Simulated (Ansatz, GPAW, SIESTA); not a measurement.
## TiAl3: 4 runs at one level of theory

```
CELL_PARAMETERS angstrom
3.95567 0.00000 0.00000
0.00000 3.95567 0.00000
0.00000 0.00000 3.95567
ATOMIC_POSITIONS crystal
Ti 0.00000 0.00000 0.00000
Al 0.00000 0.50000 0.50000
Al 0.50000 0.00000 0.50000
Al 0.50000 0.50000 0.00000
```

The cell comes from a database or a generator and needn't be the stable form of this composition.

Alike in all runs: task equation of state; functional PBEsol; k mesh 7 × 7 × 7; occupations fermi-dirac, width 0.05 eV; no spin polarisation; no spin-orbit coupling.

```csv
program and potentials,plane-wave cutoff (eV),notes,equilibrium volume (Å³/atom),bulk modulus (GPa)
"Ansatz, Ansatz PAW",420,"potentials made for PBE, which Ansatz adapts in part",15.39,111.5
"SIESTA, files PseudoDojo sr-pbesol-0.4.1-standard, DZP (energy shift 0.003 Ry; two zetas on semicore shells)",-,atomic basis,15.46,115.4
"Ansatz, all-electron LAPW, scalar-relativistic",-,-,15.38,111.2
"GPAW, PAW data sets generated for this functional",600,-,?,?
```

Q: Estimate from the other rows what the run with GPAW, PAW data sets generated for this functional gave.

A: Equilibrium volume 15.45 Å³/atom; bulk modulus 111.7 GPa. The other rows, which needn't bracket it: equilibrium volume 15.38 to 15.46; bulk modulus 111.2 to 115.4.
